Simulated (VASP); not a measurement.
C:

```xyz
2
Lattice="2.1273 -1.2283 0.0000 2.1273 1.2283 0.0000 -1.3791 0.0000 3.5028" Properties=species:S:1:pos:R:3 pbc="T T T"
C    -0.6699    0.0000    3.5025
C     3.5455    0.0000    0.0003
```

This is a stacking variant of graphite.

```yaml
Program: VASP 6.6.1
Task: relaxation of cell and atoms
Functional: PBE
Potentials_or_basis: VASP PAW PBE potentials, release 64 (C_s)
Cutoff: 900 eV
k_mesh: 13 × 13 × 8
Occupations: fermi-dirac, width 0.05 eV
Spin: no spin polarisation
```

At the start: pressure 5.5 GPa; volume 9.15 Å³/atom.

Problem. Where does the relaxation end?

Solution. Over 35 steps the energy falls by 10.9 meV/atom and the volume is 11.15 Å³/atom (+21.8 %); space group R-3m (No. 166, to 0.05 Å).

The path:
| step | energy change (eV) | largest force (eV/Å) | pressure (GPa) | volume (Å³) |
| --- | --- | --- | --- | --- |
| 1 | 0.0000 | 0.0046 | 5.46 | 18.31 |
| 2 | 0.0191 | 0.0082 | -9.52 | 19.14 |
| 3 | -0.0051 | 0.0020 | 0.44 | 18.57 |
| 4 | -0.0051 | 0.0020 | 0.52 | 18.56 |
| 5 | -0.0064 | 0.0041 | 0.50 | 18.66 |
| 6 | -0.0097 | 0.0207 | 0.39 | 18.96 |
| 7 | -0.0146 | 0.0544 | 0.26 | 19.55 |
| 8 | -0.0195 | 0.1233 | 0.11 | 20.75 |
| 9 | -0.0146 | 0.7461 | 0.31 | 20.99 |
| 10 | -0.0199 | 0.0689 | 0.12 | 20.80 |
| 11 | -0.0199 | 0.0622 | 0.19 | 20.90 |
| 12 | -0.0200 | 0.0331 | 0.15 | 20.86 |
| 13 | -0.0199 | 0.1741 | 0.09 | 20.93 |
| 14 | -0.0201 | 0.0543 | 0.13 | 20.88 |
| 15 | -0.0202 | 0.0177 | 0.08 | 20.94 |
| 16 | -0.0202 | 0.0065 | 0.04 | 20.97 |
| 17 | -0.0203 | 0.0490 | 0.10 | 21.01 |
| 18 | -0.0204 | 0.0950 | 0.16 | 21.06 |
| 19 | -0.0205 | 0.0786 | 0.17 | 21.08 |
| 20 | -0.0206 | 0.0375 | 0.20 | 21.15 |
| 21 | -0.0207 | 0.0932 | 0.26 | 21.29 |
| 22 | -0.0207 | 0.0587 | 0.24 | 21.24 |
| 23 | -0.0208 | 0.0552 | 0.17 | 21.30 |
| 24 | -0.0210 | 0.0509 | -0.05 | 21.47 |
| 25 | -0.0213 | 0.0726 | -0.48 | 21.82 |
| 26 | -0.0214 | 0.0508 | -0.31 | 21.90 |
| 27 | -0.0216 | 0.1029 | 0.11 | 22.12 |
| 28 | -0.0216 | 0.0835 | 0.03 | 22.08 |
| 29 | -0.0217 | 0.0405 | 0.16 | 22.15 |
| 30 | -0.0217 | 0.0246 | 0.25 | 22.19 |
| 31 | -0.0218 | 0.0118 | 0.11 | 22.23 |
| 32 | -0.0218 | 0.0147 | -0.04 | 22.28 |
| 33 | -0.0218 | 0.0120 | -0.01 | 22.29 |
| 34 | -0.0218 | 0.0141 | 0.00 | 22.29 |
| 35 | -0.0218 | 0.0065 | 0.04 | 22.29 |

Final structure:
```cif
data_structure
_symmetry_space_group_name_H-M 'P 1'
_symmetry_Int_Tables_number 1
_cell_length_a 2.4710
_cell_length_b 2.4710
_cell_length_c 4.4442
_cell_angle_alpha 105.905
_cell_angle_beta 105.905
_cell_angle_gamma 60.009
_cell_volume 22.29
loop_
_atom_site_label
_atom_site_type_symbol
_atom_site_fract_x
_atom_site_fract_y
_atom_site_fract_z
_atom_site_occupancy
C1 C 0.16667 0.16667 0.00002 1
C2 C 0.83333 0.83333 0.99998 1
```

Caveat: the volume moved by over 15 % at a fixed basis, so the end points are rough; this functional lacks dispersion, which binds the layers, so the pressure and a relaxed spacing across them are unreliable, and here the layers came unbound.
